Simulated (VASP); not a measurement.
# BAs (Pm-3m) in VASP: a series of runs, part 3 of 4

VASP 6.6.1.

## (4) Electric field gradients, PBEsol

Input file INCAR:

```
SYSTEM = BAs
PREC     = Accurate       ! precision mode
ENCUT    = 520            ! plane-wave cutoff, eV
EDIFF    = 1E-8           ! SCF threshold, eV
ISMEAR   = 0              ! smearing method
SIGMA    = 0.02           ! smearing width, eV
LREAL    = .FALSE.        ! projectors in reciprocal space
LASPH    = .TRUE.         ! aspherical terms in the spheres
NELM     = 60             ! most SCF steps
ALGO     = Fast           ! electronic algorithm
ISIF     = 2              ! what is computed and relaxed
LWAVE    = .FALSE.        ! write WAVECAR
LCHARG   = .FALSE.        ! write CHGCAR
GGA      = PS             ! functional
LEFG     = .TRUE.
```

Input file KPOINTS:

```
Automatic mesh
0
G
  9 9 9
  0 0 0
```

Input file POSCAR:

```
BAs
1.0
    2.9343700000      0.0000000000      0.0000000000
    0.0000000000      2.9343700000      0.0000000000
    0.0000000000      0.0000000000      2.9343700000
B As
1 1
Direct
    0.5000000000      0.5000000000      0.5000000000
    0.0000000000      0.0000000000      0.0000000000
```

Potentials or basis: VASP PAW PBE potentials, release 64 (B, As).

Started as:

```
$ cat potpaw_PBE.64/B/POTCAR potpaw_PBE.64/As/POTCAR > POTCAR
$ mpirun -np 1 vasp_std > vasp.out
```

OUTCAR:

```text
SYSTEM = BAs
   PREC = Accurate
   ENCUT = 520
   EDIFF = 1E-8
   ISMEAR = 0
   LREAL = .FALSE.
   LASPH = .TRUE.
   NELM = 60
   ISIF = 2
   GGA = PS

 ion  position               nearest neighbor table
   1  0.500  0.500  0.500-   2 2.54   2 2.54   2 2.54   2 2.54   2 2.54   2 2.54   2 2.54   2 2.54

   2  0.000  0.000  0.000-   1 2.54   1 2.54   1 2.54   1 2.54   1 2.54   1 2.54   1 2.54   1 2.54

  LATTYP: Found a simple cubic cell.
 ALAT       =     2.9343700000

  Lattice vectors:

 A1 = (   2.9343700000,   0.0000000000,   0.0000000000)
 A2 = (   0.0000000000,   2.9343700000,   0.0000000000)
 A3 = (   0.0000000000,   0.0000000000,   2.9343700000)

Analysis of symmetry for initial positions (statically):
=====================================================================
 Subroutine PRICEL returns:
 Original cell was already a primitive cell.

 Routine SETGRP: Setting up the symmetry group for a
 simple cubic supercell.

 Subroutine GETGRP returns: Found 48 space group operations
 (whereof 48 operations were pure point group operations)
 out of a pool of 48 trial point group operations.

The static configuration has the point symmetry O_h .

Analysis of symmetry for dynamics (positions and initial velocities):
=====================================================================
 Subroutine PRICEL returns:
 Original cell was already a primitive cell.

 Routine SETGRP: Setting up the symmetry group for a
 simple cubic supercell.

 Subroutine GETGRP returns: Found 48 space group operations
 (whereof 48 operations were pure point group operations)
 out of a pool of 48 trial point group operations.

The dynamic configuration has the point symmetry O_h .

 Subroutine INISYM returns: Found 48 space group operations
 (whereof 48 operations are pure point group operations),
 and found     1 'primitive' translations

----------------------------------------------------------------------------------------

                                     Primitive cell

  volume of cell :      25.2665

  direct lattice vectors                    reciprocal lattice vectors
     2.934370000  0.000000000  0.000000000     0.340788653  0.000000000  0.000000000
     0.000000000  2.934370000  0.000000000     0.000000000  0.340788653  0.000000000
     0.000000000  0.000000000  2.934370000     0.000000000  0.000000000  0.340788653

  length of vectors
     2.934370000  2.934370000  2.934370000     0.340788653  0.340788653  0.340788653

  position of ions in fractional coordinates (direct lattice)
     0.500000000  0.500000000  0.500000000
     0.000000000  0.000000000  0.000000000

  ion indices of the primitive-cell ions
   primitive index   ion index
                 1           1
                 2           2

----------------------------------------------------------------------------------------

 KPOINTS: Automatic mesh

Automatic generation of k-mesh.
 Grid dimensions read from file:
 generate k-points for:    9    9    9

 Generating k-lattice:
[... 71 lines left out ...]
   TEBEG  =    0.0;   TEEND  =   0.0 temperature during run
   PSTRESS=    0.0 pullay stress
   NELECT =       8.0000    total number of electrons
   NUPDOWN=      -1.0000    fix difference up-down
   EMIN   =  10.00;   EMAX   =-10.00  energy-range for DOS
   EFERMI =   0.00;   METHOD = LEGACY
   ISMEAR =     0;   SIGMA  =   0.02  broadening in eV -4-tet -1-fermi 0-gaus
   EFERMI_NEDOS =   21; number of points for ismear=-14 and -15
   IALGO  =     68    algorithm
   IMIX   =      4    mixing-type and parameters
     AMIX     =   0.40;   BMIX     =  1.00
     AMIX_MAG =   1.60;   BMIX_MAG =  1.00
  volume/ion in A,a.u.               =      12.63        85.25
  Fermi-wavevector in a.u.,A,eV,Ry     =   1.115809  2.108574 16.939665  1.245030
  Thomas-Fermi vector in A             =   2.252417
   LORBIT       =      0    0 simple, 1 ext, 2 COOP (PROOUT), +10 PAW based schemes
   GGA     = PS    functional components
   LHFCALC =     F    Hartree Fock is set to
   AEXX    =    0.0000 exact exchange contribution
   IVDW    =     0    specifies the selected vdW correction
   LEPSILON=     F    determine dielectric tensor
   LRPA    =     F    only Hartree local field effects (RPA)
 non-spin polarized calculation
 RMM-DIIS sequential band-by-band and
 Gauss-broadening in eV      SIGMA  =   0.02
  energy-cutoff  :      520.00
  volume of cell :       25.27
 maximum number of plane-waves:       697
 NGX is ok and might be reduce to    24
   NGX = 11   NGY = 11   NGZ = 11

 number of electron       8.0000000 magnetization

 Free energy of the ion-electron system (eV)
  ---------------------------------------------------
  ext. energy  EPLUGINS =         0.00000000
  ---------------------------------------------------
  free energy    TOTEN  =        -9.25045836 eV

  energy without entropy =       -9.25004543  energy(sigma->0) =       -9.25025190

 E-fermi :   6.9372     XC(G=0): -11.5017

 val. band max:        6.9315882787   @ k =   0.4444   0.4444   0.3333
 cond. band min:       7.0053622775   @ k =   0.4444   0.1111   0.1111
 fundamental gap:      0.0737739988
 Fermi energy:         6.9372101817

 k-point     1 :       0.0000    0.0000    0.0000
  band No.  band energies     occupation
      1      -8.6798      2.00000
      2       6.2447      2.00000
      3       6.2447      2.00000
      4       6.2447      2.00000
      5       6.9003      1.99091
      6      12.6846      0.00000
      7      12.6846      0.00000
      8      16.4317      0.00000
[... 243 lines left out ...]
 k-point    24 :       0.4444    0.3333    0.1111
  band No.  band energies     occupation
      1      -4.0702      2.00000
      2      -0.7373      2.00000
      3       2.2829      2.00000
      4       4.5374      2.00000
      5       9.0139      0.00000
      6      10.4070      0.00000
      7      13.4261      0.00000
      8      13.8762      0.00000

 [... further k-points ...]
[... 5 lines left out ...]
  --------------------------------------------------------------------------------------
  -------------------------------------------------------------------------------------
  Total       -0.5671372     -0.5671372     -0.5671372     -0.0000000      0.0000000      0.0000000
  in kB      -35.9628490    -35.9628490    -35.9628490     -0.0000000      0.0000000      0.0000000
  external PRESSURE =     -35.9628490 kB  Pullay stress =       0.0000000 kB

 VOLUME and BASIS-vectors are now :
 -----------------------------------------------------------------------------
  energy-cutoff  :      520.00
  volume of cell :       25.27
      direct lattice vectors                 reciprocal lattice vectors
     2.934370000  0.000000000  0.000000000     0.340788653  0.000000000  0.000000000
     0.000000000  2.934370000  0.000000000     0.000000000  0.340788653  0.000000000
     0.000000000  0.000000000  2.934370000     0.000000000  0.000000000  0.340788653

 POSITION                                       TOTAL-FORCE (eV/Angst)
 -----------------------------------------------------------------------------------
      1.46718      1.46718      1.46718         0.000000      0.000000      0.000000
      0.00000      0.00000      0.00000         0.000000      0.000000      0.000000
 -----------------------------------------------------------------------------------
    total drift:                                0.000000      0.000000     -0.000000

  FREE ENERGIE OF THE ION-ELECTRON SYSTEM (eV)
  ---------------------------------------------------
  free  energy   TOTEN  =        -9.2504583627 eV

  energy  without entropy=       -9.2500454284  energy(sigma->0) =       -9.25025190

 Electric field gradients (V/A^2)
---------------------------------------------------------------------
 ion       V_xx      V_yy      V_zz      V_xy      V_xz      V_yz
---------------------------------------------------------------------
   1       0.000     0.000     0.000     0.000    -0.000    -0.000
   2       0.000     0.000     0.000     0.000     0.000     0.000
---------------------------------------------------------------------

 Electric field gradients after diagonalization (V/A^2)
 (convention: |V_zz| > |V_xx| > |V_yy|)
----------------------------------------------------------------------
 ion       V_xx      V_yy      V_zz     asymmetry (V_yy - V_xx)/ V_zz
----------------------------------------------------------------------
   1       0.000     0.000     0.000      -0.189
   2       0.000     0.000     0.000      -0.065
----------------------------------------------------------------------

           NMR quadrupolar parameters

 Cq : quadrupolar parameter    Cq=e*Q*V_zz/h
 eta: asymmetry parameters     (V_yy - V_xx)/ V_zz
 Q  : nuclear electric quadrupole moment in mb (millibarn)
----------------------------------------------------------------------
 ion       Cq(MHz)       eta       Q (mb)
----------------------------------------------------------------------
   1       0.000      -0.189       1.000
   2       0.000      -0.065       1.000
----------------------------------------------------------------------
```

Wall time 9.2 s (1 thread of AMD EPYC 7R43 (Zen 3), shared host); peak memory 0.1 GiB.

What came out:

- Free energy: -9.2505 eV
- Pressure: -3.6 GPa
- Band gap on the k mesh: none (metal or under the smearing width)

Electric field gradients, principal values (V/Å²):
```tsv
atom	Vxx	Vyy	Vzz
1 B	0.000	0.000	0.000
2 As	0.000	0.000	0.000
```

Caveat: the PAW data sets were made with another functional, which shifts forces and pressure a little.

## (5) Core levels, PBEsol

Input file INCAR:

```
PREC = Accurate
ENCUT = 520
EDIFF = 1E-6
ISMEAR = 0
SIGMA = 0.02
LREAL = False
LASPH = True
NELM = 60
ALGO = Fast
ISIF = 2
LWAVE = False
LCHARG = False
GGA = PS
ICORELEVEL = 1
```

Input file KPOINTS:

```
regular mesh
0
Gamma
  9 9 9
```

POSCAR is that of step 4.

Potentials or basis: VASP PAW PBE potentials, release 64 (B, As).

Started as:

```
$ cat potpaw_PBE.64/B/POTCAR potpaw_PBE.64/As/POTCAR > POTCAR
$ mpirun -np 1 vasp_std > vasp.out
```

OUTCAR:

```text
PREC = Accurate
   ENCUT = 520
   EDIFF = 1E-6
   ISMEAR = 0
   LREAL = False
   LASPH = True
   NELM = 60
   ISIF = 2
   GGA = PS

 ion  position               nearest neighbor table
   1  0.500  0.500  0.500-   2 2.54   2 2.54   2 2.54   2 2.54   2 2.54   2 2.54   2 2.54   2 2.54

   2  0.000  0.000  0.000-   1 2.54   1 2.54   1 2.54   1 2.54   1 2.54   1 2.54   1 2.54   1 2.54

  LATTYP: Found a simple cubic cell.
 ALAT       =     2.9343700000

  Lattice vectors:

[... 482 lines left out ...]
------------------------ aborting loop because EDIFF is reached ----------------------------------------

  FORCE on cell =-STRESS in cart. coord.  units (eV):
  Direction    XX          YY          ZZ          XY          YZ          ZX
  --------------------------------------------------------------------------------------
  -------------------------------------------------------------------------------------
  Total       -0.5675532     -0.5675532     -0.5675532      0.0000000      0.0000000     -0.0000000
  in kB      -35.9892263    -35.9892263    -35.9892263      0.0000000      0.0000000     -0.0000000
  external PRESSURE =     -35.9892263 kB  Pullay stress =       0.0000000 kB

 VOLUME and BASIS-vectors are now :
 -----------------------------------------------------------------------------
  energy-cutoff  :      520.00
  volume of cell :       25.27
      direct lattice vectors                 reciprocal lattice vectors
     2.934370000  0.000000000  0.000000000     0.340788653  0.000000000  0.000000000
     0.000000000  2.934370000  0.000000000     0.000000000  0.340788653  0.000000000
     0.000000000  0.000000000  2.934370000     0.000000000  0.000000000  0.340788653

 POSITION                                       TOTAL-FORCE (eV/Angst)
 -----------------------------------------------------------------------------------
      1.46718      1.46718      1.46718         0.000000      0.000000      0.000000
      0.00000      0.00000      0.00000         0.000000      0.000000      0.000000
 -----------------------------------------------------------------------------------
    total drift:                                0.000000      0.000000     -0.000000

  FREE ENERGIE OF THE ION-ELECTRON SYSTEM (eV)
  ---------------------------------------------------
  free  energy   TOTEN  =        -9.2504583599 eV

  energy  without entropy=       -9.2500452577  energy(sigma->0) =       -9.25025181
```

It took 11 s on 1 thread of AMD EPYC 7R43 (Zen 3), shared host; peak memory 0.1 GiB.

What came out:

| Property | Result |
| --- | --- |
| Free energy | -9.2505 eV |
| Pressure | -3.6 GPa |
| Band gap on the k mesh | none (metal or under the smearing width) |

Core levels (eV, on the scale of the bands):
```tsv
atom	levels
1 B	1s -168.1
2 As	1s -11706.2, 2s -1474.6, 2p -1291.5, 3s -178.6, 3p -121.9, 3d -29.0
```

Caveat: the PAW data sets were made with another functional, which shifts forces and pressure a little.

(Continued in part 4 of 4.)
